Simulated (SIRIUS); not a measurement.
## Al in SIRIUS: the effect of strain

Crystal: Al.

```
Al
1.0
     2.69996    0.00000    0.00000
    -1.34998    2.33823    0.00000
     0.00000    0.00000    4.86685
Al
2
Direct
  0.33333 0.66667 0.25000
  0.66667 0.33333 0.75000
```

The cell isn't the ideal one: strain = -0.04 (biaxial xy).

Alike in all runs:

```yaml
Program: SIRIUS 7.10.0
Task: single point
Functional: PBE
Potentials_or_basis: PseudoDojo 0.4.1 PBE standard (scalar relativistic)
Cutoff: 557 eV
Density_cutoff: 2229 eV
k_mesh: 11 × 11 × 6
Occupations: fermi-dirac, width 0.05 eV
Spin: no spin polarisation
Strain_kind: biaxial xy
Libxc_names: "[\"XC_GGA_X_PBE\", \"XC_GGA_C_PBE\"]"
Energy_tol: 1e-08 Ha
Density_tol: 1e-06
Mixer: anderson
Mixing_beta: 0.7
Max_scf: 100
```

```csv
strain,pressure (GPa)
-4 % (biaxial xy),7.9
-2 % (biaxial xy),3.6
-1 % (biaxial xy),?
+0 % (biaxial xy),-0.1
+1 % (biaxial xy),-1.6
+2 % (biaxial xy),-3.0
+4 % (biaxial xy),-5.3
```

What does the run with strain -1 % (biaxial xy) give?

Pressure 1.7 GPa.
